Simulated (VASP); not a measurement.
Runs of VASP 6.6.1 on Al. The structure is cubic, space group Fm-3m (No. 225). Conventional cell: a = 4.050 Å, b = 4.050 Å, c = 4.050 Å, α = 90.00°, β = 90.00°, γ = 90.00°. Al (site symmetry m-3m) is surrounded by 12 Al at 2.86 Å. 

```csv
level,gap on the mesh (eV),pressure (GPa),relaxed volume (Å³/atom)
vdW-DF,none,0.0,17.04
BEEF-vdW,none,0.0,16.30
optPBE-vdW,none,-0.1,(a)
rev-vdW-DF2,none,0.0,(b)
optB86b-vdW,none,0.0,16.44
```

Alike in all rows: task relaxation of cell and atoms; potentials or basis VASP PAW PBE potentials, release 64 (Al); no spin polarisation; cell relaxed; k mesh 11 × 11 × 11; cutoff (eV) 600; smearing fermi-dirac 0.05 eV.

Q: Estimate the missing entries.

A: (a) 16.73; (b) 16.47.

Caveats: the PAW data sets were made with another functional, which shifts forces and pressure a little.

A gap of «none» marks a metal or a gap under the smearing width.

Runs at the PBE level aren't shown here.
